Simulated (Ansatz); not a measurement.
Relaxed sheet of WS₂, cell area A = 8.646 Å²:

```xyz
3
Lattice="3.1597 0.0000 0.0000 -1.5799 2.7364 0.0000 0.0000 0.0000 32.2905" Properties=species:S:1:pos:R:3 pbc="T T F"
S     0.0000    1.8243   14.5696
W     1.5799    0.9121   16.1455
S     0.0000    1.8243   17.7214
```

Theory: DFT PBE+D3(BJ), scalar-relativistic, plane waves, PAW in Ansatz. Settings: cutoff 420 eV, Γ-centred mesh 12×12×1 on the computed 3-atom cell, Gaussian smearing of 0.02 eV; no spin polarisation. The sheet is isolated along c (Coulomb cut-off).

Under strain along x with y held, atoms relaxed, stress positive in compression; ΔE is the free energy at this smearing, of which the stress is the derivative:

| strain (%) | σxx (N/m) | σyy (N/m) | ΔE (meV/cell) | thickness (Å) |
| --- | --- | --- | --- | --- |
| -2 | 3.276 | 0.575 | 17.10 | 3.175 |
| +2 | -2.822 | -0.631 | 15.75 | 3.129 |

(1) Which in-plane elastic constants follow from the stresses?

(2) Do the energies agree?

(3) The unstrained thickness between the outer atoms is 3.152 Å. How does it respond?

(4) The gap on the k mesh is 1.919 eV at −2 %, 1.918 eV unstrained and 1.779 eV at +2 %. What is its slope?

Results:

(1) Central differences over Δε = 0.04 give C11 = 152.4 N/m from the stress along the strain and C12 = 30.1 N/m from the stress across it. The sheet is hexagonal, so C22 = C11: Poisson's ratio is C12/C11 = 0.20, Young's modulus (C11² − C12²)/C11 = 146 N/m and the shear modulus (C11 − C12)/2 = 61.1 N/m.

(2) The second difference [ΔE(−ε) + ΔE(+ε)]/(A·ε²) = (17.10 + 15.75) meV/(8.646 Å² × 0.0004) × 16.02 N/m per eV/Å² = 152.2 N/m should equal C11 = 152.4 N/m; they differ by 0.2 %, so the two routes agree. The stress in compression and in tension differ in size because of the third-order constants.

(3) d ln t/dε = (3.129 − 3.175)/(3.152 × 0.04) = -0.36: the sheet thins as it is stretched, as its bonds turn towards the plane.

(4) On the stretched side -70 meV a percent, on the compressed side -1 meV a percent. The slopes differ in sign or size, which suggests that different band extrema set the gap on the two sides.

The reference crystal is a form of WS2, which isn't its usual structure.

The sheet is stiff in its plane because strain must work against covalent W 5d–S 3p bonds. The thinning is weaker than rigid bonds would require, so the W–S bonds change length as well as tilt, and this length change probably carries much of the elastic cost. Anharmonicity is direction-dependent: the stress along the strain is larger in compression, as expected from steepening short-range repulsion, whereas the transverse stress is slightly larger in tension.

The gap falls on stretching, probably because weaker d–p overlap lowers the conduction edge at K, which is mainly W d(z²). Its near-constancy in compression may reflect a takeover by the conduction valley between Γ and K, which responds differently to strain. Spin-orbit coupling would split the valence edge at K and this competing valley, so it could move the strain at which the extrema cross. The gaps alone don't establish a direct-to-indirect transition, which would need the band edges resolved by wavevector.
